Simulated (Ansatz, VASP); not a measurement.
# Two plane-wave programs on Sn

```xyz
1
Lattice="-2.0292 2.0292 1.6608 2.0292 -2.0292 1.6608 2.0292 2.0292 -1.6608" Properties=species:S:1:pos:R:3 pbc="T T T"
Sn    0.0000    0.0000    0.0000
```

This isn't the form of Sn at room conditions, which is tetragonal (white tin).

Alike in both runs: task relaxation of cell and atoms; functional revPBE; dispersion D4; k mesh 10 × 10 × 10; occupations fermi-dirac, width 0.05 eV; no spin polarisation.

```csv
,VASP,Ansatz
version,VASP 6.6.1,Ansatz 0.2.0
potentials or method,"VASP PAW PBE potentials, release 64 (Sn_d)",Ansatz PAW
plane-wave cutoff (eV),600,420
valence electrons in the cell,14,14
```

VASP gave:

| Item | Value |
| --- | --- |
| gap on the k mesh at the Fermi level, each at its own relaxed structure (eV) | none |
| relaxed volume (Å³/atom) | 26.39 |
| relaxed cell length with the largest relative difference (Å) | 3.271 |
| energy change over the relaxation (meV/atom) | -7 |

Which values does Ansatz return?

gap on the k mesh at the Fermi level, each at its own relaxed structure (eV): none; relaxed volume (Å³/atom): 26.38; relaxed cell length with the largest relative difference (Å): 3.271; energy change over the relaxation (meV/atom): -7.

A gap of «none» marks a metal or a gap that the smearing closes.

Caveats: pairwise dispersion overbinds metals, which lowers pressure and volume; the PAW data sets were made with another functional, which shifts forces and pressure a little (VASP); the plane-wave basis is chosen anew once the cell has moved, so the energies of steps on either side of that aren't comparable (Ansatz); the PAW data sets come from PBE, with cores solved anew for the run's functional, which leaves a small shift of forces and pressure (Ansatz).
